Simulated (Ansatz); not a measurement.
## A series in volume scale on Re

Periodic Kohn-Sham DFT of a crystal at fixed atoms, scaled to volume_scale times the given cell; pressure positive in compression, energy less spherical unpolarised free atoms, largest_vzz the field gradient of largest size among the nuclei. The results are calculated, by Ansatz 0.2.0.

The cell before it is scaled or strained (space group P6_3/mmc, No. 194):
```
CELL_PARAMETERS angstrom
2.60290 0.00000 0.00000
-1.30150 2.25420 0.00000
0.00000 0.00000 4.16200
ATOMIC_POSITIONS crystal
Re 0.33333 0.66667 0.25000
Re 0.66667 0.33333 0.75000
```

Settings of every row: method all-electron PAW; functional PBE; relativity scalar; k mesh 14x14x8; filling fermi-dirac; smearing width 0.05 eV; nucleus gaussian.

Atom start moment: 0 on all atoms.

Limits: all rows lie far from zero pressure; cell far from its zero-pressure volume; field gradient without spin-orbit coupling on heavy atoms; no gap: field gradients move with the k mesh; no spin-orbit coupling on heavy atoms.

| row | volume scale | V (Å³/atom) | pressure (GPa) | largest V_zz (1e21 V/m^2) |
| --- | --- | --- | --- | --- |
| 1 | 0.94 | 11.478 | 169.354 | -8.157 |
| 2 | 0.9405 | 11.484 | 168.831 | -8.157 |
| 3 | 0.96 | 11.722 | 149.285 | -8.184 |
| 4 | 0.98 | 11.966 | 130.917 | -8.247 |
| 5 | 0.99 | 12.088 | 122.328 | -8.288 |
| 6 | 1 | 12.21 | 114.116 | -8.334 |
| 7 | 1.01 | 12.332 | ? | ? |
| 8 | 1.02 | 12.454 | 98.767 | -8.434 |
| 9 | 1.04 | 12.699 | 84.756 | -8.524 |
| 10 | 1.06 | 12.943 | 71.966 | -8.591 |

Question: what pressure should row 7 give?

Worked fit of pressure. Take u = (V_r/V)^(2/3) − 1 with V_r = 12.088 Å³ an atom, which is twice the finite (Eulerian) strain; such expansions in the strain, on which the Birch-Murnaghan equation of state is built, carry the rest volume and the bulk modulus. The shown rows have u = 0.03512, 0.03476, 0.02071, 0.00679, 0, -0.00667, -0.01969, -0.03234, -0.04454. Least squares give pressure = 122.3253 + 1247.098 × u + 2618.13 × u² GPa; a straight line predicts inner rows, each left out in turn, worse (root mean square 1.7 against 0.017 GPa). The rows lie off it by 0.001, -0.007, 0.009, 0.003, 0.003, -0.008, -0.018, 0.024, -0.007 (root mean square 0.011 GPa). The withheld row has u = -0.01323, so the fit gives 122.3253 + 1247.098 × (-0.01323) + 2618.13 × (-0.01323)² = 106.284 GPa.

The calculation gave 106.266 GPa. The fit lies 0.018 GPa (0.018 % of the column's range) above it; its largest miss of a shown row is 0.024 GPa.

The other values of row 7: largest V_zz -8.384 1e21 V/m^2.
